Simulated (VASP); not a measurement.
# SiC (F-43m) in VASP: band structure with HSE06

Aim: the band structure of SiC with HSE06.

All numbers are computed with VASP 6.6.1; they aren't measurements. Logs are shortened: lines on timing, memory, paths and dates and some standing lists are left out, and cuts for length are marked.

**The experiment to reproduce.**

From “Insight into the structural, elastic and electronic properties of a new orthorhombic 6O-SiC polytype”, 2020, pmc:7200658, for a bulk crystal of SiC: band gap 2.4 eV (indirect).

The runs below are set against these values where they give the same quantity.

**1. The structure**

It takes space group F-43m (No. 216, cubic). The conventional cell has a = 4.379 Å, b = 4.379 Å, c = 4.379 Å, α = 90.00°, β = 90.00°, γ = 90.00°. Si (site symmetry -43m) is surrounded by 4 C at 1.90 Å. Around C (site symmetry -43m) lie 4 Si at 1.90 Å.

**2. Band structure, HSE06**

POSCAR

```
SiC                                     
1.0
    0.0000000000      2.1897021501      2.1897021501
    2.1897021501      0.0000000000      2.1897021501
    2.1897021501      2.1897021501      0.0000000000
  Si              C             
     1     1
Direct
     0.0000000000000000    0.0000000000000000    0.0000000000000000
     0.2500000000000000    0.2500000000000000    0.2500000000000000
```

INCAR.step1

```
SYSTEM = SiC
PREC = Accurate
ENCUT = 520
EDIFF = 1E-5
ISMEAR = 0
SIGMA = 0.02
LREAL = .False.
LASPH = .True.
NELM = 100
ALGO = Normal
ISIF = 2
LWAVE = .True.
LCHARG = .False.
NBANDS = 11
KPAR = 4
GGA = PE
```

INCAR.step2

```
SYSTEM = SiC
PREC = Accurate
ENCUT = 520
EDIFF = 1E-7
ISMEAR = 0
SIGMA = 0.02
LREAL = .False.
LASPH = .True.
NELM = 100
ALGO = Normal
ISIF = 2
LWAVE = .False.
LCHARG = .False.
GGA = PE
LHFCALC = .True.
HFSCREEN = 0.2
PRECFOCK = Fast
NBANDS = 11
KPAR = 4
ISTART = 1
```

KPOINTS

```
regular mesh
0
Gamma
  10 10 10
  0 0 0
```

KPOINTS_OPT

```
path GXWKGLUWLK,UX
12
line-mode
reciprocal
 0.0000000000  0.0000000000  0.0000000000  G
 0.5000000000  0.0000000000  0.5000000000  X

 0.5000000000  0.0000000000  0.5000000000  X
 0.5000000000  0.2500000000  0.7500000000  W

 0.5000000000  0.2500000000  0.7500000000  W
 0.3750000000  0.3750000000  0.7500000000  K

 0.3750000000  0.3750000000  0.7500000000  K
 0.0000000000  0.0000000000  0.0000000000  G

 0.0000000000  0.0000000000  0.0000000000  G
 0.5000000000  0.5000000000  0.5000000000  L

 0.5000000000  0.5000000000  0.5000000000  L
 0.6250000000  0.2500000000  0.6250000000  U

 0.6250000000  0.2500000000  0.6250000000  U
 0.5000000000  0.2500000000  0.7500000000  W

 0.5000000000  0.2500000000  0.7500000000  W
 0.5000000000  0.5000000000  0.5000000000  L

 0.5000000000  0.5000000000  0.5000000000  L
 0.3750000000  0.3750000000  0.7500000000  K

 0.6250000000  0.2500000000  0.6250000000  U
 0.5000000000  0.0000000000  0.5000000000  X
```

Potentials or basis: VASP PAW PBE potentials, release 64 (Si, C).

Started as:

```
> cat potpaw_PBE.64/Si/POTCAR potpaw_PBE.64/C/POTCAR > POTCAR
> cp INCAR.step1 INCAR
> mpirun -np 4 vasp_std > vasp.out
> cp INCAR.step2 INCAR
> mpirun -np 4 vasp_std > vasp.out
```

OUTCAR:

```text
SYSTEM = SiC
   PREC = Accurate
   ENCUT = 520
   EDIFF = 1E-7
   ISMEAR = 0
   LREAL = .False.
   LASPH = .True.
   NELM = 100
   ISIF = 2
   GGA = PE
   LHFCALC = .True.
   HFSCREEN = 0.2
   PRECFOCK = Fast
   ISTART = 1

 ion  position               nearest neighbor table
   1  0.000  0.000  0.000-   2 1.90   2 1.90   2 1.90   2 1.90
   2  0.250  0.250  0.250-   1 1.90   1 1.90   1 1.90   1 1.90

  LATTYP: Found a face centered cubic cell.
 ALAT       =     4.3794043002

  Lattice vectors:

 A1 = (   0.0000000000,   2.1897021501,   2.1897021501)
 A2 = (   2.1897021501,   0.0000000000,   2.1897021501)
 A3 = (   2.1897021501,   2.1897021501,   0.0000000000)

Analysis of symmetry for initial positions (statically):
=====================================================================
 Subroutine PRICEL returns:
 Original cell was already a primitive cell.

 Routine SETGRP: Setting up the symmetry group for a
 face centered cubic supercell.

 Subroutine GETGRP returns: Found 24 space group operations
 (whereof 24 operations were pure point group operations)
 out of a pool of 48 trial point group operations.

The static configuration has the point symmetry T_d .

Analysis of symmetry for dynamics (positions and initial velocities):
=====================================================================
 Subroutine PRICEL returns:
 Original cell was already a primitive cell.

 Routine SETGRP: Setting up the symmetry group for a
 face centered cubic supercell.

 Subroutine GETGRP returns: Found 24 space group operations
 (whereof 24 operations were pure point group operations)
 out of a pool of 48 trial point group operations.

The dynamic configuration has the point symmetry T_d .

 Subroutine INISYM returns: Found 24 space group operations
 (whereof 24 operations are pure point group operations),
 and found     1 'primitive' translations

----------------------------------------------------------------------------------------

                                     Primitive cell

  volume of cell :      20.9983

  direct lattice vectors                    reciprocal lattice vectors
     0.000000000  2.189702150  2.189702150    -0.228341558  0.228341558  0.228341558
     2.189702150  0.000000000  2.189702150     0.228341558 -0.228341558  0.228341558
     2.189702150  2.189702150  0.000000000     0.228341558  0.228341558 -0.228341558

  length of vectors
     3.096706478  3.096706478  3.096706478     0.395499180  0.395499180  0.395499180

  position of ions in fractional coordinates (direct lattice)
     0.000000000  0.000000000  0.000000000
     0.250000000  0.250000000  0.250000000

  ion indices of the primitive-cell ions
   primitive index   ion index
                 1           1
                 2           2

----------------------------------------------------------------------------------------

 KPOINTS: regular mesh

Automatic generation of k-mesh.
 Grid dimensions read from file:
 generate k-points for:   10   10   10

 Generating k-lattice:

  Cartesian coordinates                     Fractional coordinates (reciprocal lattice)
    -0.022834156  0.022834156  0.022834156     0.100000000  0.000000000  0.000000000
     0.022834156 -0.022834156  0.022834156     0.000000000  0.100000000  0.000000000
     0.022834156  0.022834156 -0.022834156     0.000000000  0.000000000  0.100000000

  Length of vectors
     0.039549918  0.039549918  0.039549918

  Shift w.r.t. Gamma in fractional coordinates (k-lattice)
     0.000000000  0.000000000  0.000000000

 Subroutine IBZKPT returns following result:
 ===========================================

 Found     47 irreducible k-points:

 Following reciprocal coordinates:
            Coordinates               Weight
  0.000000  0.000000  0.000000      1.000000
  0.100000  0.000000  0.000000      8.000000
  0.200000  0.000000  0.000000      8.000000
  0.300000  0.000000  0.000000      8.000000
  0.400000  0.000000  0.000000      8.000000
  0.500000  0.000000  0.000000      4.000000
[... 16 lines left out ...]
  0.300000  0.300000  0.000000      6.000000
  0.400000  0.300000  0.000000     24.000000
 [... further k-points ...]
   k-points           NKPTS =     47   k-points in BZ     NKDIM =   1000   number of bands    NBANDS=     11
   number of dos      NEDOS =    301   number of ions     NIONS =      2
   total plane-waves  NPLWV =  13824
   dimension x,y,z NGX =    24 NGY =   24 NGZ =   24
   dimension x,y,z NGXF=    48 NGYF=   48 NGZF=   48
   ions per type =               1   1
   NGX,Y,Z   is equivalent  to a cutoff of  12.88, 12.88, 12.88 a.u.
   NGXF,Y,Z  is equivalent  to a cutoff of  25.77, 25.77, 25.77 a.u.
 SYSTEM =  SiC
   PREC   = accura    normal or accurate (medium, high low for compatibility)
   ISTART =      1    job   : 0-new  1-cont  2-samecut
   ICHARG =      0    charge: 1-file 2-atom 10-const
   ISPIN  =      1    spin polarized calculation?
   LNONCOLLINEAR =      F non collinear calculations
   LSORBIT =      F    spin-orbit coupling
   LASPH  =      T    aspherical Exc in radial PAW
   ENCUT  =  520.0 eV  38.22 Ry    6.18 a.u.   5.76  5.76  5.76*2*pi/ulx,y,z
   NELM   =    100;   NELMIN=  2; NELMDL=  0     # of ELM steps
   EDIFF  = 0.1E-06   stopping-criterion for ELM
   LREAL  =      F    real-space projection
   EDIFFG = 0.1E-05   stopping-criterion for IOM
   NSW    =      0    number of steps for IOM
   IBRION =     -1    ionic relax: 0-MD 1-quasi-New 2-CG
   NFREE  =      0    steps in history (QN), initial steepest desc. (CG)
   ISIF   =      2    stress and relaxation
   ISYM   =      3    0-nonsym 1-usesym 2-fastsym
   POTIM  = 0.5000    time-step for ionic-motion
   TEBEG  =    0.0;   TEEND  =   0.0 temperature during run
   PSTRESS=    0.0 pullay stress
   NELECT =       8.0000    total number of electrons
   NUPDOWN=      -1.0000    fix difference up-down
   EMIN   =  10.00;   EMAX   =-10.00  energy-range for DOS
   EFERMI =   0.00;   METHOD = LEGACY
   ISMEAR =     0;   SIGMA  =   0.02  broadening in eV -4-tet -1-fermi 0-gaus
   EFERMI_NEDOS =   21; number of points for ismear=-14 and -15
   IALGO  =     38    algorithm
   IMIX   =      1    mixing-type and parameters
     AMIX     =   0.40;   BMIX     =  1.00
     AMIX_MAG =   1.60;   BMIX_MAG =  1.00
  volume/ion in A,a.u.               =      10.50        70.85
  Fermi-wavevector in a.u.,A,eV,Ry     =   1.186797  2.242721 19.163632  1.408487
  Thomas-Fermi vector in A             =   2.322962
   LORBIT       =      0    0 simple, 1 ext, 2 COOP (PROOUT), +10 PAW based schemes
   GGA     = PE    functional components
   LHFCALC =     T    Hartree Fock is set to
   PRECFOCK=fast      Normal, Fast or Accurate (Low or Medium for compatibility)
   ENCUT4O =  -1.0   cutoff for four orbital integrals eV
   NKREDX  =     1    reduce k-point grid by
   NKREDY  =     1    reduce k-point grid by
   NKREDZ  =     1    reduce k-point grid by
   AEXX    =    0.2500 exact exchange contribution
   HFSCREEN=    0.2000 screening length (either q_TF or 0.3 A-1)
   HFSCREENC=   0.2000 screening length for correlation (either q_TF or 0.3 A-1)
   ENCUTFOCK=  -1.0 apply spherical cutoff to Coloumb kernel
   IVDW    =     0    specifies the selected vdW correction
   LEPSILON=     F    determine dielectric tensor
   LRPA    =     F    only Hartree local field effects (RPA)
 non-spin polarized calculation
 Gauss-broadening in eV      SIGMA  =   0.02
  energy-cutoff  :      520.00
  volume of cell :       21.00
 maximum number of plane-waves:       588
  NGX = 14; NGY = 14; NGZ = 14

 number of electron       8.0000001 magnetization

 Free energy of the ion-electron system (eV)
  ---------------------------------------------------
  ext. energy  EPLUGINS =         0.00000000
  ---------------------------------------------------
  free energy    TOTEN  =       -17.45521076 eV

  energy without entropy =      -17.45521076  energy(sigma->0) =      -17.45521076

 E-fermi :   7.4528     XC(G=0):  -9.2950

 val. band max:        7.3200440500   @ k =   0.0000   0.0000   0.0000
 cond. band min:       9.5796959473   @ k =   0.5000   0.5000   0.0000
 fundamental gap:      2.2596518973
 Fermi energy:         7.4527543510

 k-point     1 :       0.0000    0.0000    0.0000
  band No.  band energies     occupation
      1      -9.5512      2.00000
      2       7.3200      2.00000
      3       7.3200      2.00000
      4       7.3200      2.00000
      5      14.6897      0.00000
      6      15.8185      0.00000
      7      15.8185      0.00000
      8      15.8185      0.00000
      9      23.3294      0.00000
     10      23.3294      0.00000
     11      25.0793      0.00000

 k-point     2 :       0.1000    0.0000    0.0000
  band No.  band energies     occupation
      1      -9.3414      2.00000
      2       6.2317      2.00000
      3       7.1755      2.00000
      4       7.1755      2.00000
      5      14.9600      0.00000
      6      16.0833      0.00000
      7      16.0833      0.00000
      8      16.1256      0.00000
      9      22.3184      0.00000
     10      22.3184      0.00000
     11      24.9654      0.00000

 k-point     3 :       0.2000    0.0000    0.0000
  band No.  band energies     occupation
      1      -8.7214      2.00000
      2       3.9169      2.00000
      3       6.8410      2.00000
      4       6.8410      2.00000
      5      14.6456      0.00000
      6      16.4782      0.00000
      7      16.4782      0.00000
      8      17.4520      0.00000
      9      21.6223      0.00000
     10      21.6223      0.00000
     11      24.0537      0.00000
[... 267 lines left out ...]
 k-point    23 :       0.3000    0.3000    0.0000
  band No.  band energies     occupation
      1      -7.1109      2.00000
      2       2.5222      2.00000
      3       4.7513      2.00000
      4       4.7513      2.00000
      5      11.4775      0.00000
      6      14.0211      0.00000
      7      20.3818      0.00000
      8      20.3818      0.00000
      9      21.2731      0.00000
     10      26.0276      0.00000
     11      30.6753      0.00000

 k-point    24 :       0.4000    0.3000    0.0000
  band No.  band energies     occupation
      1      -6.1820      2.00000
      2       1.1873      2.00000
      3       3.9174      2.00000
      4       4.4641      2.00000
      5      11.1654      0.00000
      6      14.0268      0.00000
      7      20.4595      0.00000
      8      20.8039      0.00000
      9      22.7682      0.00000
     10      27.0863      0.00000
     11      30.2287      0.00000

 [... further k-points ...]
[... 5 lines left out ...]
  --------------------------------------------------------------------------------------
  -------------------------------------------------------------------------------------
  Total       -0.6626208     -0.6626208     -0.6626208      0.0000000      0.0000000      0.0000000
  in kB      -50.5580700    -50.5580700    -50.5580700      0.0000000      0.0000000      0.0000000
  external PRESSURE =     -50.5580700 kB  Pullay stress =       0.0000000 kB

 VOLUME and BASIS-vectors are now :
 -----------------------------------------------------------------------------
  energy-cutoff  :      520.00
  volume of cell :       21.00
      direct lattice vectors                 reciprocal lattice vectors
     0.000000000  2.189702150  2.189702150    -0.228341558  0.228341558  0.228341558
     2.189702150  0.000000000  2.189702150     0.228341558 -0.228341558  0.228341558
     2.189702150  2.189702150  0.000000000     0.228341558  0.228341558 -0.228341558

 POSITION                                       TOTAL-FORCE (eV/Angst)
 -----------------------------------------------------------------------------------
      0.00000      0.00000      0.00000         0.000000      0.000000      0.000000
      1.09485      1.09485      1.09485        -0.000000      0.000000     -0.000000
 -----------------------------------------------------------------------------------
    total drift:                                0.000001     -0.000000      0.000000

  FREE ENERGIE OF THE ION-ELECTRON SYSTEM (eV)
  ---------------------------------------------------
  free  energy   TOTEN  =       -17.4552107633 eV

  energy  without entropy=      -17.4552107633  energy(sigma->0) =      -17.45521076
```

It took 14 min on 4 MPI ranks of Intel Xeon Platinum 8488C (Sapphire Rapids), shared host; peak memory 0.35 GiB.

Results:

* Free energy: -17.4552 eV
* Pressure: -5.1 GPa
* Band gap on the k mesh: 2.26 eV, indirect (least direct gap 5.73 eV)
* Band gap along the path: 2.26 eV, indirect (least direct gap 5.73 eV)

Levels at the corners of the path, in eV from the valence-band top:
```tsv
point	band 2	band 3	band 4	band 5	band 6	band 7
Γ	0.00	0.00	0.00	7.37	8.50	8.50
X	-8.50	-3.47	-3.47	2.26	5.33	15.78
X	-8.50	-3.47	-3.47	2.26	5.33	15.78
W	-7.66	-5.38	-5.00	6.33	10.81	10.89
W	-7.66	-5.38	-5.00	6.33	10.81	10.89
K	-7.93	-5.96	-2.82	4.10	9.01	13.41
K	-7.93	-5.96	-2.82	4.10	9.01	13.41
Γ	0.00	0.00	0.00	7.37	8.50	8.50
Γ	0.00	0.00	0.00	7.37	8.50	8.50
L	-9.27	-1.15	-1.15	6.51	8.43	8.43
L	-9.27	-1.15	-1.15	6.51	8.43	8.43
U	-7.93	-5.96	-2.82	4.10	9.01	13.41
U	-7.93	-5.96	-2.82	4.10	9.01	13.41
W	-7.66	-5.38	-5.00	6.33	10.81	10.89
W	-7.66	-5.38	-5.00	6.33	10.81	10.89
L	-9.27	-1.15	-1.15	6.51	8.43	8.43
L	-9.27	-1.15	-1.15	6.51	8.43	8.43
K	-7.93	-5.96	-2.82	4.10	9.01	13.41
U	-7.93	-5.96	-2.82	4.10	9.01	13.41
X	-8.50	-3.47	-3.47	2.26	5.33	15.78
```

Caveat: the PAW data sets were made with another functional, which shifts forces and pressure a little.

**3. Comparison with measurements**

Step 2. Measured gap of SiC: 2.4 eV (indirect; quoted in “Insight into the structural, elastic and electronic properties of a new orthorhombic 6O-SiC polytype”, 2020, pmc:7200658). This calculation gives 2.26 eV (-0.14 eV). The value is that of HSE06, without temperature or zero-point motion.
